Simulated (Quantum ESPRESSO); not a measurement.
# LiCl (Fm-3m) in Quantum ESPRESSO: further runs, part 3 of 5

Quantum ESPRESSO 7.5.

### 4 Phonons, PBE

pw.in reads:

```
&CONTROL
  calculation = 'scf'
  prefix = 'pwscf'
  outdir = './tmp'
  pseudo_dir = './pseudo'
  tprnfor = .true.
  tstress = .true.
  disk_io = 'low'
/
&SYSTEM
  ibrav = 0
  nat = 2
  ntyp = 2
  ecutwfc = 52
  ecutrho = 312
  nbnd = 10
  occupations = 'smearing'
  smearing = 'fd'
  degauss = 0.00367493
/
&ELECTRONS
  conv_thr = 4d-10
  electron_maxstep = 120
  mixing_beta = 0.5
/
ATOMIC_SPECIES
Cl    35.4500 Cl.GGA_PBE-JTH.UPF
Li     6.9400 Li.GGA_PBE-JTH.UPF
CELL_PARAMETERS bohr
   0.0000000000    4.8467128727    4.8467128727
   4.8467128727    0.0000000000    4.8467128727
   4.8467128727    4.8467128727    0.0000000000
ATOMIC_POSITIONS bohr
Cl     4.8467128727    4.8467128727    4.8467128727
Li     0.0000000000    0.0000000000    0.0000000000
K_POINTS automatic
6 6 6 1 1 1
```

scf2.in reads:

```
&CONTROL
  calculation = 'scf'
  prefix = 'pwscf'
  outdir = './tmp'
  pseudo_dir = './pseudo'
  tprnfor = .true.
  tstress = .true.
  disk_io = 'low'
/
&SYSTEM
  ibrav = 0
  nat = 2
  ntyp = 2
  ecutwfc = 52
  ecutrho = 312
  nbnd = 10
  occupations = 'fixed'
/
&ELECTRONS
  conv_thr = 1d-13
  electron_maxstep = 120
  mixing_beta = 0.5
  startingpot = 'file'
  startingwfc = 'file'
/
ATOMIC_SPECIES
Cl    35.4500 Cl.GGA_PBE-JTH.UPF
Li     6.9400 Li.GGA_PBE-JTH.UPF
CELL_PARAMETERS bohr
   0.0000000000    4.8467128727    4.8467128727
   4.8467128727    0.0000000000    4.8467128727
   4.8467128727    4.8467128727    0.0000000000
ATOMIC_POSITIONS bohr
Cl     4.8467128727    4.8467128727    4.8467128727
Li     0.0000000000    0.0000000000    0.0000000000
K_POINTS automatic
6 6 6 1 1 1
```

ph.in reads:

```
phonons of LiCl
&INPUTPH
  prefix = 'pwscf'
  outdir = './tmp'
  tr2_ph = 1d-18
  fildyn = 'dyn'
  niter_ph = 90
  alpha_mix(1) = 0.7
  epsil = .true.
/
0.0000000000 0.0000000000 0.0000000000
```

dynmat.in reads:

```
&INPUT
  fildyn = 'dyn'
  asr = 'crystal'
  lperm = .true.
  filout = 'dynmat.disp'
  fileig = 'dynmat.eig'
/
```

dynmat_lo.in reads:

```
&INPUT
  fildyn = 'dyn'
  asr = 'crystal'
  filout = 'dynmat_lo.disp'
  fileig = 'dynmat_lo.eig'
  q(1) = 0
  q(2) = 0
  q(3) = 1
/
```

Potentials or basis: JTH 2.0 PBE.

Launch:

```sh
$ OMP_NUM_THREADS=1 pw.x -in pw.in > pw.out
$ OMP_NUM_THREADS=1 pw.x -in scf2.in > scf2.out
$ OMP_NUM_THREADS=1 ph.x -in ph.in > ph.out
$ OMP_NUM_THREADS=1 dynmat.x -in dynmat.in > dynmat.out
$ OMP_NUM_THREADS=1 dynmat.x -in dynmat_lo.in > dynmat_lo.out
```

pw.out:

```text
This program is part of the open-source Quantum ESPRESSO suite
     for quantum simulation of materials; please cite
         "P. Giannozzi et al., J. Phys.:Condens. Matter 21 395502 (2009);
         "P. Giannozzi et al., J. Phys.:Condens. Matter 29 465901 (2017);
         "P. Giannozzi et al., J. Chem. Phys. 152 154105 (2020);
     in publications or presentations arising from this work. More details at

     file Cl.GGA_PBE-JTH.UPF: wavefunction(s)  3S 0S 3P 0P renormalized
     file Li.GGA_PBE-JTH.UPF: wavefunction(s)  1S 2S 0S 2P 0P renormalized
     Message from routine setup:
     using ibrav=0 with symmetry is DISCOURAGED, use correct ibrav instead

     G-vector sticks info
     --------------------
     sticks:   dense  smooth     PW     G-vecs:    dense   smooth      PW
     Sum        1015     673    211                21187    11575    2085

     Using Slab Decomposition

     bravais-lattice index     =            0
     lattice parameter (alat)  =       6.8543  a.u.
     unit-cell volume          =     227.7046 (a.u.)^3
     number of atoms/cell      =            2
     number of atomic types    =            2
     number of electrons       =        10.00
     number of Kohn-Sham states=           10
     kinetic-energy cutoff     =      52.0000  Ry
     charge density cutoff     =     312.0000  Ry
     scf convergence threshold =      4.0E-10
     mixing beta               =       0.5000
     number of iterations used =            8  plain     mixing
     Exchange-correlation= SLA PW PBX PBC
                           (   1   4   3   4   0   0   0)

     celldm(1)=   6.854287  celldm(2)=   0.000000  celldm(3)=   0.000000
     celldm(4)=   0.000000  celldm(5)=   0.000000  celldm(6)=   0.000000

[... 8 lines left out ...]
               b(3) = (  0.707107  0.707107 -0.707107 )

     PseudoPot. # 1 for Cl read from file:
     Cl.GGA_PBE-JTH.UPF
     Pseudo is Projector augmented-wave + core cor, Zval =  7.0
     Generated using ATOMPAW code
     Shape of augmentation charge: SINC**2
     Using radial grid of 1004 points,  4 beta functions with:
                l(1) =   0
                l(2) =   0
                l(3) =   1
                l(4) =   1
     Q(r) pseudized with 0 coefficients

     PseudoPot. # 2 for Li read from file:
     Li.GGA_PBE-JTH.UPF
     Pseudo is Projector augmented-wave + core cor, Zval =  3.0
     Generated using ATOMPAW code
     Shape of augmentation charge: BESSEL
     Using radial grid of  865 points,  5 beta functions with:
                l(1) =   0
                l(2) =   0
                l(3) =   0
                l(4) =   1
                l(5) =   1
     Q(r) pseudized with 0 coefficients

     atomic species   valence    mass     pseudopotential
     Cl                7.00    35.45000     Cl( 1.00)
     Li                3.00     6.94000     Li( 1.00)

     48 Sym. Ops., with inversion, found

   Cartesian axes

     site n.     atom                  positions (alat units)
         1        Cl     tau(   1) = (   0.7071068   0.7071068   0.7071068  )
         2        Li     tau(   2) = (   0.0000000   0.0000000   0.0000000  )

     number of k points=    28  Fermi-Dirac smearing, width (Ry)=  0.0037
                       cart. coord. in units 2pi/alat
        k(    1) = (   0.0589256   0.0589256   0.0589256), wk =   0.0185185
        k(    2) = (   0.1767767   0.1767767  -0.0589256), wk =   0.0555556
        k(    3) = (   0.2946278   0.2946278  -0.1767767), wk =   0.0555556
        k(    4) = (  -0.2946278  -0.2946278   0.4124790), wk =   0.0555556
        k(    5) = (  -0.1767767  -0.1767767   0.2946278), wk =   0.0555556
        k(    6) = (  -0.0589256  -0.0589256   0.1767767), wk =   0.0555556
[... 20 lines left out ...]
        k(   27) = (   0.2946278   0.2946278   0.2946278), wk =   0.0185185
        k(   28) = (  -0.2946278  -0.2946278   0.8838835), wk =   0.0555556

     Dense  grid:    21187 G-vectors     FFT dimensions: (  40,  40,  40)

     Smooth grid:    11575 G-vectors     FFT dimensions: (  32,  32,  32)

     Check: negative core charge=   -0.000013

     Initial potential from superposition of free atoms

     starting charge       9.9954, renormalised to      10.0000

     negative rho (up, down):  8.399E-02 0.000E+00
     Starting wfcs are   17 randomized atomic wfcs

     Self-consistent Calculation

     iteration #  1     ecut=    52.00 Ry     beta= 0.50
     Davidson diagonalization with overlap
     ethr =  1.00E-02,  avg # of iterations =  6.1

     Threshold (ethr) on eigenvalues was too large:
     Diagonalizing with lowered threshold

     Davidson diagonalization with overlap
     ethr =  2.63E-04,  avg # of iterations =  3.4

     negative rho (up, down):  8.647E-02 0.000E+00

     total energy              =     -94.64159897 Ry
     estimated scf accuracy    <       0.02588077 Ry

     iteration #  2     ecut=    52.00 Ry     beta= 0.50
     Davidson diagonalization with overlap
     ethr =  2.59E-04,  avg # of iterations =  2.0
[... 51 lines left out ...]
     iteration #  8     ecut=    52.00 Ry     beta= 0.50
     Davidson diagonalization with overlap
     ethr =  7.92E-11,  avg # of iterations =  2.1

     negative rho (up, down):  8.626E-02 0.000E+00

     End of self-consistent calculation

          k = 0.0589 0.0589 0.0589 (  1435 PWs)   bands (ev):

   -41.7305 -11.5976   1.5157   1.7472   1.7472   8.3198  13.1495  13.6012
    13.6012  14.9996

          k = 0.1768 0.1768-0.0589 (  1432 PWs)   bands (ev):

   -41.7295 -11.4320   0.6291   1.4407   1.7424   9.0948  12.2726  12.7564
    12.9583  14.3903

          k = 0.2946 0.2946-0.1768 (  1441 PWs)   bands (ev):

   -41.7283 -11.1534  -0.5972   1.2770   1.5896   9.0031  11.5451  11.6416
    13.5254  16.3905

          k =-0.2946-0.2946 0.4125 (  1449 PWs)   bands (ev):

   -41.7279 -11.0480  -0.9887   1.3193   1.4458   8.8046  11.1317  11.4161
    14.4375  17.7390

          k =-0.1768-0.1768 0.2946 (  1434 PWs)   bands (ev):
[... 6 lines left out ...]
   -41.7299 -11.5101   1.0790   1.5926   1.6556   8.8577  12.5204  13.0470
    13.5137  13.9838

          k = 0.2946 0.0589 0.0589 (  1435 PWs)   bands (ev):

   -41.7292 -11.3494   0.4870   1.3383   1.3628   9.7943  11.7288  11.7718
    13.6748  14.2299

          k = 0.4125 0.1768-0.0589 (  1438 PWs)   bands (ev):

   -41.7281 -11.1110  -0.3055   0.8077   1.2411  10.3309  11.1328  11.5867
    13.4170  15.2357

          k =-0.1768-0.4125 0.5303 (  1445 PWs)   bands (ev):

   -41.7275 -10.9480  -0.7688   0.4666   1.1720   9.9210  11.1053  12.3104
    13.3658  16.8259

          k =-0.0589-0.2946 0.4125 (  1444 PWs)   bands (ev):

   -41.7279 -11.0450  -0.4523   0.4634   1.3851  10.0635  11.3221  11.9815
    12.9517  15.9651

          k = 0.0589-0.1768 0.2946 (  1436 PWs)   bands (ev):

   -41.7289 -11.2892   0.1392   1.1492   1.5816   9.6574  11.7249  11.9598
    13.0124  14.7453

          k = 0.5303 0.0589 0.0589 (  1438 PWs)   bands (ev):

   -41.7275 -10.9554  -0.7080   0.7326   0.8390   9.9449  10.4968  12.7928
    14.7262  15.4041

          k =-0.0589-0.5303 0.6482 (  1445 PWs)   bands (ev):

   -41.7271 -10.8395  -0.8652   0.2922   0.7628   9.9939  10.8862  13.2029
    14.0215  16.1014

          k = 0.0589-0.4125 0.5303 (  1450 PWs)   bands (ev):

   -41.7273 -10.8886  -0.5347  -0.0881   1.0566  10.1215  11.7603  12.6713
    12.8090  16.5597

          k = 0.1768-0.2946 0.4125 (  1446 PWs)   bands (ev):

   -41.7279 -11.0465  -0.7846   0.9638   1.3990   9.3580  11.1317  11.8488
    13.6440  16.8023

          k =-0.6482 0.0589 0.0589 (  1441 PWs)   bands (ev):

   -41.7271 -10.8360  -1.0344   0.5799   0.7148   9.6963  10.2334  13.8777
    15.2423  15.7927

          k =-0.5303 0.1768-0.0589 (  1443 PWs)   bands (ev):

   -41.7275 -10.9431  -0.6596   0.4887   0.9290  10.1947  11.0527  12.1151
    13.9273  15.7849

          k =-0.4125 0.0589 0.0589 (  1437 PWs)   bands (ev):

   -41.7283 -11.1474  -0.1526   1.0145   1.0633  10.3513  11.0081  11.5642
    14.1150  14.7652

          k = 0.1768 0.1768 0.1768 (  1441 PWs)   bands (ev):

   -41.7293 -11.3642   0.1860   1.6323   1.6323   8.9754  12.3787  12.3787
    12.6961  15.5237

          k = 0.2946 0.2946 0.0589 (  1438 PWs)   bands (ev):
[... 21 lines left out ...]
   -41.7274 -10.9195  -0.5645   0.1336   1.0310  10.7218  11.0479  11.9993
    13.2942  16.4741

          k =-0.0589-0.2946 0.6482 (  1442 PWs)   bands (ev):

   -41.7271 -10.8431  -0.5577  -0.1082   0.7886  10.7295  11.6587  12.1398
    12.9646  16.8585

          k =-0.7660 0.1768 0.1768 (  1448 PWs)   bands (ev):

   -41.7272 -10.8584  -0.7221   0.0531   0.9536   9.8200  11.6235  13.0565
    13.3788  15.8525

          k = 0.2946 0.2946 0.2946 (  1435 PWs)   bands (ev):

   -41.7280 -11.1058  -0.8925   1.5277   1.5277   8.5948  11.3339  11.3339
    14.3324  17.7742

          k =-0.2946-0.2946 0.8839 (  1457 PWs)   bands (ev):

   -41.7277 -10.9952  -0.8594   0.7565   1.3671   9.4254  11.2261  11.7538
    13.8811  17.7222

     the Fermi energy is     3.1480 ev

!    total energy              =     -94.64519369 Ry
     total all-electron energy =       -94.645194 Ry
     estimated scf accuracy    <          2.1E-10 Ry
     smearing contrib. (-TS)   =      -0.00000000 Ry
     internal energy E=F+TS    =     -94.64519369 Ry

     The total energy is F=E-TS. E is the sum of the following terms:
     one-electron contribution =     -10.77462627 Ry
     hartree contribution      =       6.95895367 Ry
     xc contribution           =     -10.78872765 Ry
     ewald contribution        =     -32.15486348 Ry
     one-center paw contrib.   =     -47.88592996 Ry

     convergence has been achieved in   8 iterations

     negative rho (up, down):  8.626E-02 0.000E+00

     Forces acting on atoms (cartesian axes, Ry/au):

     atom    1 type  1   force =    -0.00000000   -0.00000000    0.00000000
     atom    2 type  2   force =    -0.00000000   -0.00000000    0.00000000

     Total force =     0.000000     Total SCF correction =     0.000000

     Computing stress (Cartesian axis) and pressure

     negative rho (up, down):  8.626E-02 0.000E+00
          total   stress  (Ry/bohr**3)                   (kbar)     P=        4.50
   0.00003056  -0.00000000  -0.00000000            4.50       -0.00       -0.00
  -0.00000000   0.00003056  -0.00000000           -0.00        4.50       -0.00
  -0.00000000  -0.00000000   0.00003056           -0.00       -0.00        4.50

=------------------------------------------------------------------------------=
   JOB DONE.
=------------------------------------------------------------------------------=
```

Wall time 1.9 min (1 thread of Arm Neoverse V1, shared host); peak memory 0.08 GiB.

Results:

```
Free energy                                             : -1287.7135 eV
Pressure after relaxing                                 : 0.4 GPa
Electronic dielectric tensor (diagonal)                 : 2.97
Born charges (mean of the diagonal)                     : Cl -1.19; Li +1.18 e
Highest phonon frequency at Γ, LO-TO splitting left out : 182 cm⁻¹
Static dielectric tensor (diagonal)                     : 13.68
```

Levels at points of the mesh, in eV from the valence-band top:
```csv
k point,band 1,band 2,band 3,band 4,band 5,band 6,band 7,band 8,band 9,band 10
"(0.08, 0.08, 0.08)",-43.48,-13.34,-0.23,0.00,0.00,6.57,11.40,11.85,11.85,13.25
```

Phonon frequencies in cm⁻¹ (negative: imaginary):
```
              q point           frequencies
(0.000, 0.000, 0.000)  27 27 27 182 182 182
```

Electronic dielectric tensor:
```
2.97 0.00 0.00
0.00 2.97 0.00
0.00 0.00 2.97
```

Born effective charge tensors (e):
atom 1, Cl
```
-1.19  0.00  0.00
 0.00 -1.19  0.00
 0.00  0.00 -1.19
```
atom 2, Li
```
1.18 0.00 0.00
0.00 1.18 0.00
0.00 0.00 1.18
```

Optical modes at Γ, degenerate ones joined, polar ones without the macroscopic field:
| cm⁻¹ | components | symmetry | active in | IR intensity, summed ((D/Å)²/amu) |
| --- | --- | --- | --- | --- |
| 181 | 3 | T1u | IR | 16.63 |

Zone-centre frequencies without and with the macroscopic field along z (cm⁻¹):
```
                optical modes in rising order
       without                    181 181 181
with the field                    181 181 388
```

Static dielectric tensor, electrons and zone-centre modes:
```
13.68  0.00  0.00
 0.00 13.68  0.00
 0.00  0.00 13.68
```

Caveat: before the sum rule the acoustic modes lie tens of cm⁻¹ from zero, a sign that the density grid also shifts the optical modes.

[end of part 3 of 5]
